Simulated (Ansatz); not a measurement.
# ZnO

```xyz
4
Lattice="3.2494 0.0000 0.0000 -1.6247 2.8141 0.0000 0.0000 0.0000 5.2038" Properties=species:S:1:pos:R:3 pbc="T T T"
Zn    0.0000    1.8760    0.0000
Zn    1.6247    0.9380    2.6019
O     0.0000    1.8760    1.9884
O     1.6247    0.9380    4.5903
```

Atom numbers follow the list: Zn1, Zn2, O3, O4.

Structure: COD 9004178, as refined from experiment and not relaxed.

Methods: DFT, PBE, all-electron LAPW, scalar-relativistic (Ansatz 0.2.0); DFT, PBE, PAW with Ansatz's default frozen-core files, scalar-relativistic (Ansatz 0.2.0); DFT, PBE, all-electron PAW with datasets made for the crystal, scalar-relativistic (Ansatz 0.2.0).

For LAPW: a Γ-centred 11×11×6 k mesh, Fermi–Dirac smearing of 0.02 eV, basis error target 0.5 meV/atom, no spin polarisation. PAW takes a cutoff of 420 eV at this cell. The crystal-made all-electron datasets (AE datasets) take a cutoff of 460 eV at this cell. The Ansatz runs share mesh, smearing and spin set-up. Values come from LAPW unless marked.

```yaml
Band_gap: 0.82 eV, direct at Γ
Volume_per_atom: 80.3 bohr³
```

Task: Predict this quantity. Bader charges (from the PAW run).

Result: Zn1 +1.22, O3 -1.22 e.

Task: Predict this quantity. Löwdin charges (with 0.37 e of the cell spilling out of the atomic basis, so their sizes and signs hang on that basis).

Result: Zn1 1.42, O3 -1.23 e.

Task: Give the computed value. Stress xx, yy, zz (compression positive).

Result: 4.75, 4.75, 5.05 GPa.

Task: Give the computed value. Largest force.

Result: 0.032 eV/Å on O3.

Task: Give the computed value. Field gradients Vzz (crystal-made datasets).

Result: Zn1 0.75 (η = 0.00), O3 -0.32 (η = 0.00) in 10²¹ V/m².

Task: Give the computed value. Pressure at this cell.

Result: 4.85 GPa.
